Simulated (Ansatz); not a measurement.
Level of theory: DFT PBE, scalar-relativistic, plane waves, PAW in Ansatz 0.2.0. Settings: cutoff 420 eV, Γ-centred meshes spaced at most about 0.3 Å⁻¹, and about 0.25 Å⁻¹ or finer for metals (2π included), Gaussian smearing. No spin polarisation in the final relaxations.

All energies are static (0 K, no zero-point motion).

Two forms of MgS were relaxed alike.

A.

```yaml
crystal:
  lattice:
    - [3.27614, 0.00000, 0.00000]
    - [0.00000, 3.27614, 0.00000]
    - [0.00000, 0.00000, 3.27614]
  atoms:
    - { symbol: Mg, position: [0.00000, 0.00000, 0.00000] }
    - { symbol: S, position: [0.50000, 0.50000, 0.50000] }
```

B.

```yaml
crystal:
  lattice:
    - [3.60999, 0.00000, 0.00000]
    - [-1.80500, 3.12635, 0.00000]
    - [0.00000, 0.00000, 3.30495]
  atoms:
    - { symbol: Mg, position: [0.66667, 0.33333, 0.50000] }
    - { symbol: S, position: [0.00000, 0.00000, 0.00000] }
```

Problem. Which is lower in energy, and by how much?

Solution. B is lower, by 0.37 eV/atom. A has the caesium chloride type, space group Pm-3m (No. 221), 17.6 Å³/atom and no gap on its mesh; B has the tungsten carbide type, space group P-6m2 (No. 187), 18.6 Å³/atom and a gap of 1.15 eV. Counting S atoms around Mg (those within 1.25 times the shortest such distance or 1.15 times the sum of covalent radii), A has Mg 8 and B has Mg 6. The lower one is the more open, so pressure narrows the difference. In A, around Mg lie 8 S at 2.84 Å and 6 Mg at 3.28 Å; around S lie 8 Mg at 2.84 Å and 6 S at 3.28 Å. In B, Mg is surrounded by 6 S at 2.66 Å; S has 6 Mg at 2.66 Å. Both come from invented guesses. A third cell relaxed alike, in Fm-3m (a cell as deposited in COD), lies 249 meV/atom below the lower of the two.

Kohn–Sham gaps at this level usually fall short of measured ones. The zero gap of Pm-3m may come from the functional, which often closes small gaps. Cells relaxed within their symmetry can be saddle points.

Neither guess competes with the Fm-3m form, presumably rocksalt, the known ground state of MgS, and the order of the three follows from ion size. Mg²⁺ is small for a cube of eight sulfide ions: in the caesium chloride cell the anions meet at 3.28 Å before the cation can draw them close, leaving Mg–S at 2.84 Å against 2.66 Å in B. The extra neighbours evidently don't make up for the longer contacts.

B keeps six sulfur neighbours but sets them in a trigonal prism, with anions eclipsed along the short axis, only 3.30495 Å apart. An octahedron staggers them and eases that repulsion, which probably accounts for much of the 249 meV/atom still separating B from Fm-3m. With no partly filled d shell on Mg, there is little covalent gain to favour the prism, unlike in tungsten carbide itself. Since B is not the ground state, its energy difference from A doesn't locate a pressure-driven transition to the caesium chloride type; that would have to be reckoned from the Fm-3m form.
